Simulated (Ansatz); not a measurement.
Space group Cmmm (No. 65). a = 3.901 Å, b = 12.053 Å, c = 3.972 Å, α = 90.00°, β = 90.00°, γ = 90.00°
| atom | site | symmetry | x | y | z |
| --- | --- | --- | --- | --- | --- |
| Ti | 4i | m2m | 0.5000 | 0.8438 | 0.0000 |
| Al | 2a | mmm | 0.0000 | 0.0000 | 0.0000 |
| Al | 4j | m2m | 0.5000 | 0.6729 | 0.5000 |
| Al | 2c | mmm | 0.5000 | 0.0000 | 0.5000 |

Equation of state of this TiAl₂ structure (not necessarily the ground state), with shape and atoms relaxed at each volume where symmetry leaves them free. It has no gap at any of these volumes. Method: DFT PBEsol, scalar-relativistic, plane waves, PAW (Ansatz 0.2.0).

Cutoff 420 eV; k points 10×10×10 on the computed 6-atom cell (Γ-centred); Gaussian smearing, width 0.10 eV; no spin polarisation.

| V (Å³/atom) | E − E(largest V) (meV/atom) | P (GPa) |
| --- | --- | --- |
| 13.695 | 51.54 | 18.89 |
| 14.162 | 5.24 | 13.05 |
| 14.629 | -25.28 | 8.03 |
| 15.096 | -42.21 | 3.71 |
| 15.563 | -47.47 | 0.00 |
| 16.030 | -42.68 | -3.19 |
| 16.497 | -29.26 | -5.94 |
| 17.119 | 0.00 | -9.01 |

Task: Fit a third-order Birch–Murnaghan equation to E(V).

Result: V0 = 15.56 Å³/atom, B0 = 115 GPa, B0' = 4.0.